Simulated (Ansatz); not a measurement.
# GaSe3: the cost of one run

Method: DFT PBE, scalar-relativistic, plane waves, PAW, in Ansatz 0.2.0.

**1. Starting point**

The structure is cubic, space group Pm-3m (No. 221). Conventional cell: a = 4.949 Å, b = 4.949 Å, c = 4.949 Å, α = 90.00°, β = 90.00°, γ = 90.00°. Ga (site symmetry m-3m) is surrounded by 6 Se at 2.47 Å. Se (site symmetry 4/mmm) has 2 Ga at 2.47 Å as nearest neighbours.

Structure file:

```cif
data_structure
_symmetry_space_group_name_H-M 'Pm-3m'
_symmetry_Int_Tables_number 221
_cell_length_a 4.9489
_cell_length_b 4.9489
_cell_length_c 4.9489
_cell_angle_alpha 90.000
_cell_angle_beta 90.000
_cell_angle_gamma 90.000
_cell_volume 121.20
loop_
_atom_site_label
_atom_site_type_symbol
_atom_site_symmetry_multiplicity
_atom_site_Wyckoff_symbol
_atom_site_fract_x
_atom_site_fract_y
_atom_site_fract_z
_atom_site_occupancy
Ga1 Ga 1 a 0.00000 0.00000 0.00000 1
Se1 Se 3 d 0.50000 0.00000 0.00000 1
```

(A quick probe on a coarse mesh, which set the mesh and smearing, is not shown.)

**3. Relaxing cell and atoms**

The input, input.yaml:

```yaml
crystal:
  lattice:
    - [4.9488718149, 0.0, 0.0]
    - [0.0, 4.9488718149, 0.0]
    - [0.0, 0.0, 4.9488718149]
  atoms:
    - { symbol: Ga, position: [0.0, 0.0, 0.0] }
    - { symbol: Se, position: [0.5, 0.0, 0.0] }
    - { symbol: Se, position: [0.0, 0.5, 0.0] }
    - { symbol: Se, position: [0.0, 0.0, 0.5] }
basis:
  ecutwfc: 420
kpoints:
  mp_grid: { grid: [10, 10, 10] }
hamiltonian:
  xc: pbe
scf:
  occupations: { method: gaussian, width: 0.1 }
output:
  forces: true
  stress: true
  eigenvalues: true
relax:
  adjacent_minimum: "off"
  f_tol: 0.01
  max_steps: 80
  cell: { stress_tol: 0.05 }
```

Launch:

```
ansatz run input.yaml --threads 1 --pin off --max-ram 2560MiB --backend cpu --events-out ev --progress --plain --runs-dir out
```

What time and memory should one allow on 1 thread of Arm Neoverse N1, shared host?

About 2.1 min, with a peak of 0.5 GiB.
